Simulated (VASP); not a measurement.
The system is Pt.

```
Pt
1.0
     2.77437    0.00000    0.00000
    -1.38718    2.40267    0.00000
     0.00000    0.00000    4.53054
Pt
2
Direct
  0.33333 0.66667 0.25000
  0.66667 0.33333 0.75000
```

This isn't the form of Pt at room conditions, which is fcc.

* Program: VASP 6.6.1
* Task: relaxation of cell and atoms
* Functional: PBEsol
* Potentials or basis: VASP PAW PBE potentials, release 64 (Pt)
* Cutoff: 600 eV
* k mesh: 6 × 6 × 4
* Occupations: gaussian, width 0.1 eV
* Spin: no spin polarisation

At the start: pressure -0.6 GPa; volume 15.10 Å³/atom.

Task: How do energy, volume and symmetry change on relaxing?

Result: Over 9 steps the energy falls by 20.4 meV/atom and the volume is 15.07 Å³/atom (-0.2 %); space group P6_3/mmc (No. 194, to 0.05 Å).

Step by step:
```tsv
step	energy change (eV)	largest force (eV/Å)	pressure (GPa)	volume (Å³)
1	0.0000	0.0000	-0.56	30.20
2	-0.0367	0.0000	2.24	29.94
3	-0.0401	0.0000	1.37	30.00
4	-0.0401	0.0000	1.32	30.00
5	-0.0368	0.0000	-3.32	30.51
6	-0.0407	0.0000	-0.02	30.14
7	-0.0407	0.0000	-0.05	30.14
8	-0.0407	0.0000	-0.02	30.14
9	-0.0407	0.0000	-0.02	30.14
```

Final structure:
```
Pt
1.0
     2.73004    0.00000    0.00000
    -1.36502    2.36428    0.00000
     0.00000    0.00000    4.66977
Pt
2
Cartesian
  0.0000 1.5762 1.1674
  1.3650 0.7881 3.5023
```

Caveat: the k mesh is coarse (spacing up to 0.44 Å⁻¹), so the values aren't converged; the PAW data sets were made with another functional, which shifts forces and pressure a little.
